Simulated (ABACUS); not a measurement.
# AlN (P6_3mc) in ABACUS: further runs

Aim: see how the results for AlN move with the level of theory and the settings. Levels: LDA, r2SCAN. Tasks: single point.

Everything below comes from runs of ABACUS 3.10.1. Logs are shortened: lines on timing, memory, paths and dates and some standing lists are left out, and cuts for length are marked.

**What was measured.**

From “Self-assembly of well-separated AlN nanowires directly on sputtered metallic TiN films”, 2019, arxiv:1910.07391, for a bulk crystal of AlN at 10 K: band gap 6.034 eV (an exciton energy, a little under the gap).

The results are compared with them further down.

## (1) Starting point

The structure is hexagonal, space group P6_3mc (No. 186). The conventional cell has a = 3.113 Å, b = 3.113 Å, c = 4.981 Å, α = 90.00°, β = 90.00°, γ = 120.00°. Al (site symmetry 3m) is surrounded by 4 N at 1.89 Å. N (site symmetry 3m) has 4 Al at 1.89 Å as nearest neighbours.

## (2) Single point, LDA

run_abacus.py

```python
"""ABACUS run from a structure file: ASE reads it, the script writes STRU, KPT and INPUT."""
import re
import subprocess
from ase.io import read
from ase.units import Bohr

atoms = read("AlN.xyz")
atoms = atoms[(-atoms.numbers).argsort(kind="stable")]  # ABACUS lists atoms element by element
pseudo = {'Al': 'Al.upf', 'N': 'N.upf'}
orbital = {}
magmoms = None
kmesh = [8, 8, 5]
params = {
    'suffix': 'AlN',
    'calculation': 'scf',
    'basis_type': 'pw',
    'pseudo_dir': './',
    'symmetry': 1,
    'dft_functional': 'pz',
    'ecutwfc': 84,
    'pseudo_rcut': 10,
    'nspin': 1,
    'nbands': 18,
    'ks_solver': 'dav',
    'smearing_method': 'fd',
    'smearing_sigma': 0.00367493,
    'scf_thr': 1e-08,
    'scf_nmax': 100,
    'mixing_type': 'broyden',
    'mixing_beta': 0.7,
    'cal_force': 1,
    'cal_stress': 1,
    'out_chg': 1,
    'kpar': 4,
}

symbols = atoms.get_chemical_symbols()
elements = list(dict.fromkeys(symbols))
lines = ["ATOMIC_SPECIES"] + [f"{e} {atoms.get_masses()[symbols.index(e)]:.4f} {pseudo[e]}" for e in elements]
if orbital:
    lines += ["", "NUMERICAL_ORBITAL"] + [orbital[e] for e in elements]
lines += ["", "LATTICE_CONSTANT", f"{1 / Bohr:.10f}", "", "LATTICE_VECTORS"]
lines += [" ".join(f"{x:.10f}" for x in v) for v in atoms.cell]
lines += ["", "ATOMIC_POSITIONS", "Direct"]
for e in elements:
    lines += ["", e, "0.0", str(symbols.count(e))]
    for i, p in enumerate(atoms.get_scaled_positions(wrap=False)):
        if symbols[i] == e:
            mag = "" if magmoms is None else " mag " + " ".join(str(x) for x in (magmoms[i] if isinstance(magmoms[i], list) else [magmoms[i]]))
            lines.append(" ".join(f"{x:.10f}" for x in p) + " 1 1 1" + mag)
open("STRU", "w").write("\n".join(lines) + "\n")
open("KPT", "w").write("K_POINTS\n0\nGamma\n%d %d %d 0 0 0\n" % tuple(kmesh))
open("INPUT", "w").write("INPUT_PARAMETERS\n" + "".join(f"{k:<20s}{v}\n" for k, v in params.items()))

done = subprocess.run(['mpirun', '-np', '4', 'abacus'])
if done.returncode:
    raise SystemExit(done.returncode)
log = open("OUT.AlN/running_scf.log").read()
print("final energy (eV):", re.findall(r"FINAL_ETOT_IS (\S+)", log))
```

AlN.xyz

```xyz
4
Lattice="3.1130000000 0.0000000000 0.0000000000 -1.5565000000 2.6959370820 0.0000000000 0.0000000000 0.0000000000 4.9810000000" Properties=species:S:1:pos:R:3 pbc="T T T"
Al     1.5565000002      0.8986456939      2.4905000000
Al    -0.0000000002      1.7972913881      0.0000000000
N      1.5565000002      0.8986456939      4.3832800000
N     -0.0000000002      1.7972913881      1.8927800000
```

Potentials or basis: PseudoDojo NC SR 0.4.1 LDA stringent, plane waves.

The run is started by

```
$ OMP_NUM_THREADS=1 python run_abacus.py > log
```

running log:

```text
ABACUS v3.10.1

               Atomic-orbital Based Ab-initio Computation at UStc

 ------------------------------------------------------------------------------------

 READING GENERAL INFORMATION
                           global_out_dir = OUT.AlN/
                           global_in_card = INPUT
                               pseudo_dir = ./
                              orbital_dir =
                                    DSIZE = 4
                                    GSIZE = 1

 READING UNITCELL INFORMATION
                                    ntype = 2
                  lattice constant (Bohr) = 1.88973
              lattice constant (Angstrom) = 1

 READING ATOM TYPE 1
                               atom label = Al
                      L=0, number of zeta = 1
                      L=1, number of zeta = 1
                      L=2, number of zeta = 1
             number of atom for this type = 2

 READING ATOM TYPE 2
                               atom label = N
                      L=0, number of zeta = 1
                      L=1, number of zeta = 1
                      L=2, number of zeta = 1
             number of atom for this type = 2

                        TOTAL ATOM NUMBER = 4
DIRECT COORDINATES
    atom                   x                   y                   z     mag                  vx                  vy                  vz
taud_Al1            0.6666666667        0.3333333333        0.5000000000  0.0000        0.0000000000        0.0000000000        0.0000000000
taud_Al2            0.3333333333        0.6666666667        0.0000000000  0.0000        0.0000000000        0.0000000000        0.0000000000
taud_N1            0.6666666667        0.3333333333        0.8800000000  0.0000        0.0000000000        0.0000000000        0.0000000000
taud_N2            0.3333333333        0.6666666667        0.3800000000  0.0000        0.0000000000        0.0000000000        0.0000000000

                          Volume (Bohr^3) = 282.099
                             Volume (A^3) = 41.8028

 Lattice vectors: (Cartesian coordinate: in unit of a_0)
               +3.113                  +0                  +0
              -1.5565            +2.69594                  +0
                   +0                  +0              +4.981
 Reciprocal vectors: (Cartesian coordinate: in unit of 2 pi/a_0)
            +0.321234           +0.185464                  -0
                   -0           +0.370929                  -0
                   +0                  -0           +0.200763
 The esolver type has been set to : ksdft_pw

                PAO radial cut off (Bohr) = 10

 Read in pseudopotential file is Al.upf
                     pseudopotential type = NC
          exchange-correlation functional = SLAPWNOGXNOGC
                 nonlocal core correction = 1
                        valence electrons = 3
                                     lmax = 2
                           number of zeta = 2
                     number of projectors = 6
                           L of projector = 0
                           L of projector = 0
                           L of projector = 1
                           L of projector = 1
                           L of projector = 2
                           L of projector = 2
 XC functional updated to : pz
          exchange-correlation functional = PZ
                PAO radial cut off (Bohr) = 10

 Read in pseudopotential file is N.upf
                     pseudopotential type = NC
          exchange-correlation functional = SLAPWNOGXNOGC
                 nonlocal core correction = 1
                        valence electrons = 5
                                     lmax = 1
                           number of zeta = 2
                     number of projectors = 4
                           L of projector = 0
                           L of projector = 0
                           L of projector = 1
                           L of projector = 1
 XC functional updated to : pz
          exchange-correlation functional = PZ
     initial pseudo atomic orbital number = 16

 SETUP THE ELECTRONS NUMBER
            electron number of element Al = 3
      total electron number of element Al = 6
             electron number of element N = 5
       total electron number of element N = 10
            AUTOSET number of electrons:  = 16
                           occupied bands = 8
                                   NBANDS = 18
                                   NLOCAL = 36

 SETUP THE PLANE WAVE BASIS
 energy cutoff for charge/potential (unit:Ry) = 336
            fft grid for charge/potential = [ 36, 36, 60 ]
                        fft grid division = [ 1, 1, 1 ]
        big fft grid for charge/potential = [ 36, 36, 60 ]
                                     nbxx = 77760
                                     nrxx = 77760

 SETUP PLANE WAVES FOR CHARGE/POTENTIAL
[... 56 lines left out ...]
                                       C3 = 2
                                       C4 = 0
                                       C6 = 2
                                       S1 = 6
                                       S3 = 0
                                       S4 = 0
                                       S6 = 0
               POINT GROUP IN SPACE GROUP = C_6v

 SETUP K-POINTS
                                    nspin = 1
                   Input type of k points = Monkhorst-Pack(Gamma)
                                   nkstot = 320
                       right hand lattice = 1
(for reciprocal lattice: )
                             BRAVAIS TYPE = 4
                     BRAVAIS LATTICE NAME = 04. Hexagonal cell
                                    ibrav = 4
                       right hand lattice = 1
(for k-lattice: )
                             BRAVAIS TYPE = 4
                     BRAVAIS LATTICE NAME = 04. Hexagonal cell
                                    ibrav = 4
                       right hand lattice = 1
                        ROTATION MATRICES = 24
                               nkstot_ibz = 30
K-POINTS REDUCTION ACCORDING TO SYMMETRY
     IBZ    DIRECT_X    DIRECT_Y    DIRECT_Z  WEIGHT  ibz2bz
       1  0.00000000  0.00000000  0.00000000  0.0031       0
       2 -0.12500000  0.12500000  0.00000000  0.0187       1
       3 -0.25000000  0.25000000  0.00000000  0.0187       2
       4 -0.37500000  0.37500000  0.00000000  0.0187       3
       5  0.50000000  0.50000000  0.00000000  0.0094       4
       6 -0.12500000  0.25000000  0.00000000  0.0187       9
[... 22 lines left out ...]
      29  0.50000000  0.25000000  0.40000000  0.0375     146
      30  0.37500000  0.37500000  0.40000000  0.0375     147

                               nkstot now = 30
[... K-POINTS DIRECT COORDINATES: 30 rows ...]

           k-point number in this process = 8
       minimum distributed K point number = 7
[... stars of the k points ...]

[... K-POINTS CARTESIAN COORDINATES: 8 rows ...]

[... K-POINTS DIRECT COORDINATES: 8 rows ...]

 SETUP PLANE WAVES FOR WAVE FUNCTIONS
     energy cutoff for wavefunc (unit:Ry) = 84
              fft grid for wave functions = [ 36, 36, 60 ]
                    number of plane waves = 5155
                         number of sticks = 253

 PARALLEL PW FOR WAVE FUNCTIONS
     PROC   COLUMNS(POT)             PW
        1            253           5155
 --------------- sum -------------------
        1            253           5155

 SETUP NONLOCAL PSEUDOPOTENTIALS IN PLANE WAVE BASIS
 Al non-local projectors:
 projector 1 L=0
 projector 2 L=0
 projector 3 L=1
 projector 4 L=1
 projector 5 L=2
 projector 6 L=2
 N non-local projectors:
 projector 1 L=0
 projector 2 L=0
 projector 3 L=1
 projector 4 L=1
      TOTAL NUMBER OF NONLOCAL PROJECTORS = 52

 Init Non-Local PseudoPotential table :
 Init Non-Local-Pseudopotential done.

                                     npwx = 3693

 Make real space PAO into reciprocal space.
       max mesh points in Pseudopotential = 1001
     dq(describe PAO in reciprocal space) = 0.01
                                    max q = 1104

 number of pseudo atomic orbitals for Al is 2
WARNING: norm of atomic wavefunction # 1 of atomic type Al is 0.99999, renormalized
WARNING: norm of atomic wavefunction # 2 of atomic type Al is 0.998923, renormalized

 number of pseudo atomic orbitals for N is 2
WARNING: norm of atomic wavefunction # 2 of atomic type N is 0.999999, renormalized

 -------------------------------------------
 SELF-CONSISTENT
 -------------------------------------------
                                 init_chg = atomic

 PW ALGORITHM --------------- ION=   1  ELEC=   1--------------------------------

 Density error is 1.17156425338
                          Error Threshold = 0.01
----------------------------------------------------------
     Energy           Rydberg                 eV
----------------------------------------------------------
 E_KohnSham     -50.9350847427       -693.0073806135
 E_Harris       -46.1960322252       -628.5292632542
 E_Fermi        0.5309105640         7.2234087988
----------------------------------------------------------
[... 75 lines left out ...]
 Density error is 8.90409912772e-09
                          Error Threshold = 1.34505733635e-09
----------------------------------------------------------
     Energy           Rydberg                 eV
----------------------------------------------------------
 E_KohnSham     -51.3737241425       -698.9753758184
 E_KS(sigma->0) -51.3737241425       -698.9753758184
 E_Harris       -51.3741140355       -698.9806805847
 E_band         1.8915532435         25.7359021817
 E_one_elec     -2.1293179226        -28.9708566008
 E_Hartree      11.2251141894        152.7255136759
 E_xc           -16.9830721525       -231.0665508191
 E_Ewald        -43.4864482568       -591.6634820745
 E_entropy(-TS) -0.0000000000        -0.0000000000
 E_descf        0.0000000000         0.0000000000
 E_exx          0.0000000000         0.0000000000
 E_Fermi        0.6294732551         8.5644230084
----------------------------------------------------------

 charge density convergence is achieved
 final etot is -698.97537582 eV
 EFERMI = 8.5644230084 eV

 STATE ENERGY(eV) AND OCCUPATIONS    NSPIN == 1
 1/8 kpoint (Cartesian) = 0.0000 0.0000 0.0000 (3693 pws)
       1       -8.19646     0.00625000
       2       -5.97173     0.00625000
       3       0.765635     0.00625000
       4        5.95555     0.00625000
       5        5.95555     0.00625000
       6        6.61439     0.00625000
[... 98 lines left out ...]
       5        4.33381      0.0375000
       6        5.56560      0.0375000
[... 10 lines left out ...]
      17        20.8187        0.00000
      18        21.3793        0.00000

[... levels at 2 further k points ...]

------------------------------------------------------------------------------------------
 TOTAL-FORCE (eV/Angstrom)
------------------------------------------------------------------------------------------
                       Al1         0.0000000000         0.0000000000        -0.1146768778
                       Al2         0.0000000000         0.0000000000        -0.1146768778
                        N1         0.0000000000         0.0000000000         0.1146768778
                        N2         0.0000000000         0.0000000000         0.1146768778
------------------------------------------------------------------------------------------

----------------------------------------------------------------
 TOTAL-STRESS (KBAR)
----------------------------------------------------------------
       -62.6098356549         0.0000000000         0.0000000000
         0.0000000000       -62.6098356540         0.0000000000
         0.0000000000         0.0000000000       -44.8286520421
----------------------------------------------------------------
 TOTAL-PRESSURE: -56.682774 KBAR

 --------------------------------------------
 !FINAL_ETOT_IS -698.9753758184007211 eV
 --------------------------------------------
```

It took 13 s on 4 MPI ranks of Intel Xeon Platinum 8259CL at 2.50GHz (Skylake/Cascade Lake), shared host; peak memory 0.4 GiB.

What came out:

| Item | Value |
| --- | --- |
| Free energy | -698.9754 eV |
| Pressure | -5.7 GPa |
| Largest force | 0.115 eV/Å |
| Band gap on the k mesh | 4.25 eV, direct |

Forces on the atoms (eV/Å):
```
Al   0.000  0.000 -0.115
Al   0.000  0.000 -0.115
N    0.000  0.000  0.115
N    0.000  0.000  0.115
```

Levels at points of the mesh, in eV from the valence-band top:
| k point | band 5 | band 6 | band 7 | band 8 | band 9 | band 10 |
| --- | --- | --- | --- | --- | --- | --- |
| (0.00, 0.00, 0.00) | -0.84 | -0.18 | -0.18 | 0.00 | 4.25 | 6.56 |
| (0.50, 0.50, 0.00) | -3.36 | -2.08 | -1.79 | -0.66 | 5.69 | 5.72 |

## (3) Single point, r2SCAN

INPUT

```
INPUT_PARAMETERS
suffix              AlN
calculation         scf
basis_type          lcao
pseudo_dir          ./
orbital_dir         ./
symmetry            1
dft_functional      MGGA_X_R2SCAN+MGGA_C_R2SCAN
ecutwfc             100
pseudo_rcut         10
nspin               1
nbands              18
ks_solver           genelpa
smearing_method     fd
smearing_sigma      0.00367493
scf_thr             1e-07
scf_nmax            100
mixing_type         broyden
mixing_beta         0.7
cal_force           1
cal_stress          1
mixing_tau          1
out_mul             1
out_chg             1
```

STRU

```
ATOMIC_SPECIES
Al 26.9815 Al.upf
N 14.0070 N.upf

NUMERICAL_ORBITAL
Al_confined-atom_8au_2s2p1d.orb
N_confined-atom_6au_2s2p1d.orb

LATTICE_CONSTANT
1.8897261246

LATTICE_VECTORS
3.1130000000 0.0000000000 0.0000000000
-1.5565000000 2.6959370820 0.0000000000
0.0000000000 0.0000000000 4.9810000000

ATOMIC_POSITIONS
Direct

Al
0.0
2
0.6666666667 0.3333333333 0.5000000000 1 1 1
0.3333333333 0.6666666667 0.0000000000 1 1 1

N
0.0
2
0.6666666667 0.3333333333 0.8800000000 1 1 1
0.3333333333 0.6666666667 0.3800000000 1 1 1
```

KPT

```
K_POINTS
0
Gamma
7 7 4 0 0 0
```

Potentials or basis: Ansatz NC PBE, DZP LCAO (the cutoffs set its grid).

The run is started by

```
$ OMP_NUM_THREADS=1 mpirun -np 4 abacus > log
```

Run time: 15 s. Hardware: 4 MPI ranks of AMD EPYC 9R45 (Zen 5), shared host; peak memory 0.44 GiB.

It converged, with:

```yaml
Free_energy: -952.5933 eV
Pressure: -83.4 GPa
Largest_force: 0.126 eV/Å
Band_gap_on_the_k_mesh: 4.89 eV, direct
Mulliken_charges: Al +0.78, +0.76; N -0.77 e
```

Forces on the atoms (eV/Å):
```
Al   0.000  0.000 -0.126
Al   0.000  0.000 -0.126
N    0.000  0.000  0.126
N    0.000  0.000  0.126
```

Stress tensor (GPa, compression positive):
```
-84.25   0.00   0.00
  0.00 -84.25   0.00
  0.00   0.00 -81.71
```

Levels at points of the mesh, in eV from the valence-band top:
```csv
k point,band 5,band 6,band 7,band 8,band 9,band 10,band 11,band 12
"(0.00, 0.00, 0.00)",-0.99,-0.28,-0.28,0.00,4.89,7.13,11.56,11.56
"(0.00, 0.00, 0.50)",-0.65,-0.65,-0.65,-0.65,7.17,7.17,11.12,11.12
```

Caveat: the atomic orbitals were generated for these runs and aren't a published set; a meta-GGA on potentials with a model core is unreliable; Mulliken charges move with the basis; a pressure of tens of GPa on the cell as given is suspect, and the run, the potentials or the cell itself is likely at fault; the potentials were made for another functional, which shifts forces and pressure; the basis of atomic orbitals isn't converged, which shifts pressures, moduli and gaps. r2SCAN opens gaps a little over a GGA but as a rule still falls short of measured ones.

## (4) Against experiment

Step 2. Measured gap of AlN: 6.034 eV (an exciton energy, a little under the gap; 10 K; quoted in “Self-assembly of well-separated AlN nanowires directly on sputtered metallic TiN films”, 2019, arxiv:1910.07391). This calculation gives 4.25 eV (-1.78 eV). 2 values of this kind are on record (6.034 to 6.0343 eV); this one was drawn at random. The value is that of LDA, without temperature or zero-point motion. Semilocal functionals fall short of measured gaps as a rule.
